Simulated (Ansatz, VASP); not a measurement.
**One calculation of Hf, two programs**

The input INCAR:

```
SYSTEM = Hf
  PREC = Accurate
  ENCUT = 520
  EDIFF = 1E-8
  ISMEAR = -1
  SIGMA = 0.03
  LREAL = .False.
  LASPH = .True.
  NELM = 60
  ALGO = Normal
  ISIF = 2
  LWAVE = .False.
  LCHARG = .False.
  GGA = PE
  LEFG = .True.
  NBANDS = 11
```

KPOINTS

```
Automatic mesh
0
Gamma
  13 13 13
  0 0 0
```

The input POSCAR:

```
Hf
1.0
   -0.0666000000      2.1867000000      2.1867000000
    2.1867000000     -0.0666000000      2.1867000000
    2.1867000000      2.1867000000     -0.0666000000
Hf
1
Direct
    0.0000000000      0.0000000000      0.0000000000
```

Input for Ansatz:

```yaml
crystal:
  lattice:
    - [-0.0666, 2.1867, 2.1867]
    - [2.1867, -0.0666, 2.1867]
    - [2.1867, 2.1867, -0.0666]
  atoms:
    - { symbol: Hf, position: [0.0, 0.0, 0.0] }
kpoints:
  mp_grid: { grid: [13, 13, 13] }
scf:
  occupations: { method: fermi_dirac, width: 0.03 }
hamiltonian:
  xc: pbe
  pseudopotentials: { kind: paw }
output:
  forces: true
  stress: true
  eigenvalues: true
  efg: { contact_densities: true }
  write_density: true
  write_potential: true
  elf: true
  volumetric_format: npy
```

Change from the starting cell: equal xy, yz and zx shear strains of -3 %, PAW files.

Alike in both runs: task electric field gradients; functional PBE; k mesh 13 × 13 × 13; occupations fermi-dirac, width 0.03 eV; no spin polarisation.

```csv
,VASP,Ansatz
version,VASP 6.6.1,Ansatz 0.2.0
potentials or method,"VASP PAW PBE potentials, release 64 (Hf_pv)","PAW with Ansatz's default frozen-core files, scalar-relativistic"
plane-wave cutoff (eV),520,420
valence electrons in the cell,10,26
```

VASP gave:

```
pressure (GPa)                                                 : 2.9
largest component of the traceless stress (GPa)                : 2.22
Vzz of the field gradient on the site that differs most (V/Å²) : 57.7
```

Question: Which values does Ansatz return?

Answer: Pressure (GPa): 3.4; largest component of the traceless stress (GPa): 2.23; Vzz of the field gradient on the site that differs most (V/Å²): 59.4.

The two sets of potentials don't hold the same shells in valence. Ansatz warned: «gradients_without_spin_orbit».

Spin-orbit coupling is left out, which matters for the levels of Hf.
